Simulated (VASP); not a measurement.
Write the native input for VASP 6.6.1 that does the following.

* Task: work function
* Functional: PBEsol
* Potentials or basis: VASP PAW PBE potentials, release 64 (Al)
* Cutoff: 520 eV
* k mesh: 16 × 12 × 1
* Occupations: methfessel-paxton, width 0.1 eV
* Spin: no spin polarisation
* Further INCAR settings: ALGO = Normal; EDIFF = 1e-06

The structure of Al lies in POSCAR:

```
Al                                      
1.0
    4.0400000000      0.0000000000      0.0000000000
    0.0000000000      2.8567114000      0.0000000000
    0.0000000000      0.0000000000     29.2835569800
  Al            
    11
Direct
     0.0000000000000000    0.0000000000000000    0.2583449313931953
     0.5000000000000000    0.5000000000000000    0.3032031454492253
     0.0000000000000000    0.0000000000000000    0.3540347200119690
     0.5000000000000000    0.5000000000000000    0.4015412634131122
     0.0000000000000000    0.0000000000000000    0.4508602900634101
     0.5000000000000000    0.5000000000000000    0.5000000000000000
     0.0000000000000000    0.0000000000000000    0.5491397099365899
     0.5000000000000000    0.5000000000000000    0.5984587365868878
     0.0000000000000000    0.0000000000000000    0.6459652799880310
     0.5000000000000000    0.5000000000000000    0.6967968545507748
     0.0000000000000000    0.0000000000000000    0.7416550686068047
```

The cell was built by a generator and needn't be a form met in nature.

The input as run:

INCAR

```
PREC     = Accurate       # precision mode
ENCUT    = 520            # plane-wave cutoff, eV
EDIFF    = 1E-6           # SCF threshold, eV
ISMEAR   = 1              # smearing method
SIGMA    = 0.1            # smearing width, eV
LREAL    = False          # projectors in reciprocal space
LASPH    = True           # aspherical terms in the spheres
NELM     = 100            # most SCF steps
ALGO     = Normal         # electronic algorithm
ISIF     = 2              # what is computed and relaxed
LWAVE    = False          # write WAVECAR
LCHARG   = True           # write CHGCAR
GGA      = PS             # functional
LVHAR    = True         
LVACPOTAV= True         
KPAR     = 2
```

KPOINTS

```
Automatic mesh
0
Gamma
  16 12 1
```

Potentials or basis: VASP PAW PBE potentials, release 64 (Al).

Launch:

```bash
$ cat potpaw_PBE.64/Al/POTCAR > POTCAR
$ mpirun -np 2 vasp_std > vasp.out
```

It gave:

- Largest force: 0.089 eV/Å
- Band gap on the k mesh: none (metal or under the smearing width)

Caveat: the PAW data sets were made with another functional, which shifts forces and pressure a little.

Run time: 5.3 min on 2 MPI ranks on Intel(R) Xeon(R) 6975P-C (Granite Rapids), with other jobs on the host, peak memory 0.58 GiB a rank.
